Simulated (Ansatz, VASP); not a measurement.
PbO in VASP and in Ansatz

```
Pb O
1.0
     3.40151    0.00000    0.00000
    -1.70076    2.94580    0.00000
     0.00000    0.00000    3.23064
Pb O
1 1
Direct
  0.00000 0.00000 0.00000
  0.33333 0.66667 0.50000
```

Alike in both runs: functional PBE; k mesh 14 × 14 × 12; occupations fermi-dirac, width 0.05 eV; no spin polarisation.

Ansatz relaxed the structure, and its values are those at the end. VASP's run is a single point on that final structure, the one shown.

|  | VASP | Ansatz |
| --- | --- | --- |
| version | VASP 6.6.1 | Ansatz 0.2.0 |
| potentials or method | VASP PAW PBE potentials, release 64 (Pb_d, O), cutoff 520 eV | all-electron LAPW, scalar-relativistic |

```csv
,VASP,Ansatz,Ansatz less VASP
pressure (GPa),11.9,12.0,+0.09
```

Ansatz ran all-electron here, so the differences hold the error of VASP's frozen core and of both bases.

The runs have no spin-orbit coupling, so splittings on Pb are missing.
